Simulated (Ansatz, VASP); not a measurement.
**NiO in VASP and in Ansatz**

File INCAR:

```
SYSTEM = NiO
  ALGO = Normal
  EDIFF = 1E-6
  ENCUT = 520
  GGA = PE
  ISIF = 2
  ISMEAR = 0
  ISPIN = 2
  LASPH = .TRUE.
  LCHARG = .FALSE.
  LMAXMIX = 4
  LORBIT = 11
  LREAL = .FALSE.
  LWAVE = .FALSE.
  MAGMOM = 1 0
  NBANDS = 19
  NELM = 150
  PREC = Accurate
  SIGMA = 0.020999999999999998
```

The input KPOINTS:

```
k-points
0
G
  11 11 11
  0 0 0
```

The input POSCAR:

```
NiO
1.0
    0.0000000000      2.0859016414      2.0859016414
    2.0859016414      0.0000000000      2.0859016414
    2.0859016414      2.0859016414      0.0000000000
Ni O
1 1
Direct
    0.0000000000      0.0000000000      0.0000000000
    0.5000000000      0.5000000000      0.5000000000
```

Contents of input.yaml:

```yaml
crystal:
  lattice:
    - [0.0, 2.0859016414, 2.0859016414]
    - [2.0859016414, 0.0, 2.0859016414]
    - [2.0859016414, 2.0859016414, 0.0]
  atoms:
    - { symbol: Ni, position: [0.0, 0.0, 0.0], spin: 1.0 }
    - { symbol: O, position: [0.5, 0.5, 0.5] }
hamiltonian:
  xc: pbe
  pseudopotentials: { kind: paw }
magnetization:
  spin_polarized: true
kpoints:
  mp_grid: { grid: [11, 11, 11] }
scf:
  occupations: { method: gaussian, width: 0.021 }
output:
  forces: true
  stress: true
  eigenvalues: true
```

Alike in both runs: task single point; functional PBE; k mesh 11 × 11 × 11; occupations gaussian, width 0.021 eV; collinear spin, ferromagnetic start.

```csv
,VASP,Ansatz
version,VASP 6.6.1,Ansatz 0.2.0
potentials or method,"VASP PAW PBE potentials, release 64 (Ni, O)",Ansatz PAW
plane-wave cutoff (eV),520,420
valence electrons in the cell,16,24
```

```csv
,VASP,Ansatz,Ansatz less VASP
gap on the k mesh at the Fermi level (eV),none,none,-
pressure (GPa),6.1,6.3,+0.27
net moment per atom (μB),0.89,0.90,+0.009
size of the moment on the site where the two differ most (μB),0.27,0.29,+0.018
```

Site moments also hang on the region over which each program counts them. A gap of «none» marks a metal or a gap that the smearing closes. The two sets of potentials don't hold the same shells in valence.

Caveats: a cell with one magnetic atom can't hold antiferromagnetic order, which such compounds often take; semilocal functionals often make such compounds metallic where correlation or magnetic order opens a gap, which also shifts bond lengths; the pressure holds a Pulay correction of +0.7 GPa for the finite cutoff (Ansatz). With open d or f shells a metallic result of PBE can be an artefact of self-interaction; +U or a hybrid may open a gap.
